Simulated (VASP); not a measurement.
Ge, 4 atoms in the cell. Symmetry: P6_3/mmc, No. 194, hexagonal system. The conventional cell has a = 4.075 Å, b = 4.075 Å, c = 7.321 Å, α = 90.00°, β = 90.00°, γ = 120.00°. Ge (site symmetry 3m) has 3 Ge at 2.38 Å as nearest neighbours. This isn't the form of Ge at room conditions, which is diamond. The cell isn't the ideal one: strained and moved within the space group.

- Program: VASP 6.6.1
- Task: single point
- Functional: PBEsol
- Potentials or basis: VASP PAW PBE potentials, release 64 (Ge_d)
- Cutoff: 520 eV
- k mesh: 12 × 12 × 6
- Occupations: gaussian, width 0.1 eV
- Spin: no spin polarisation
- Dipole correction: no
- Further INCAR settings: ALGO = Fast; EDIFF = 1e-06; NBANDS = 36

Potentials or basis: VASP PAW PBE potentials, release 64 (Ge_d).

Run with:

```console
$ cat potpaw_PBE.64/Ge_d/POTCAR > POTCAR
$ mpirun -np 1 vasp_std > vasp.out
```

Hardware: 1 thread of Intel(R) Xeon(R) 6975P-C (Granite Rapids), on a shared host.

How long does it take, and how much memory?

Run time: 110 s on 1 thread of Intel(R) Xeon(R) 6975P-C (Granite Rapids), on a shared host, peak memory 0.34 GiB. Counts: scf iterations 13, k points 76.
